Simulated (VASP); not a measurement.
GaN: single point with PBE

The system is GaN.

```
Ga N
1.0
    -0.01758    2.33068    2.31504
     2.29506    0.02875    2.26871
     2.28000    2.26930    0.04381
Ga N
1 1
Cartesian
  0.0568 0.0065 -0.0210
  3.3613 3.4650 3.4917
```

The cell is a database's computed one.

The cell isn't the ideal one: all atoms moved at random, cell strained at random.

| Item | Value |
| --- | --- |
| Program | VASP 6.6.1 |
| Task | single point |
| Functional | PBE |
| Potentials or basis | VASP PAW PBE potentials, release 64 (Ga_d, N) |
| Cutoff | 520 eV |
| k mesh | 10 × 10 × 10 |
| Occupations | gaussian, width 0.02 eV |
| Spin | no spin polarisation |

The pressure is 1.3 GPa. The largest force is 1.801 eV/Å and the band gap on the k mesh is 1.36 eV, direct.

Forces on the atoms (eV/Å):
```
Ga  -1.559 -0.561  0.706
N    1.559  0.561 -0.706
```

Stress tensor (GPa, compression positive):
```
 -0.55   5.04  -2.82
  5.04   1.98 -12.28
 -2.82 -12.28   2.49
```

Levels at points of the mesh, in eV from the valence-band top:
```
           k point  band 7  band 8  band 9  band 10  band 11  band 12
(0.00, 0.00, 0.00)   -0.32   -0.08    0.00     1.36     9.37     9.97
(0.50, 0.00, 0.00)   -6.65   -1.15   -0.70     4.31     8.26     9.60
(0.00, 0.50, 0.00)   -6.99   -1.39   -0.75     4.20     8.48     9.26
(0.50, 0.50, 0.00)   -6.07   -2.72   -2.64     3.19     6.14    11.35
(0.00, 0.00, 0.50)   -7.17   -1.35   -0.94     4.23     8.57     9.49
(0.50, 0.00, 0.50)   -6.16   -2.66   -2.59     3.23     6.23    11.27
(0.00, 0.50, 0.50)   -6.08   -2.72   -2.58     3.30     6.42    11.20
(0.50, 0.50, 0.50)   -6.75   -1.24   -0.71     4.23     8.33     9.35
```

Wall time 3.8 min on 1 thread of Intel(R) Xeon(R) Platinum 8175M CPU @ 2.50GHz (Skylake/Cascade Lake), on a shared host, peak memory 0.29 GiB.

Caveat: forces of over 1 eV/Å show positions far from the minimum, so gaps and moduli don't describe the material at rest.
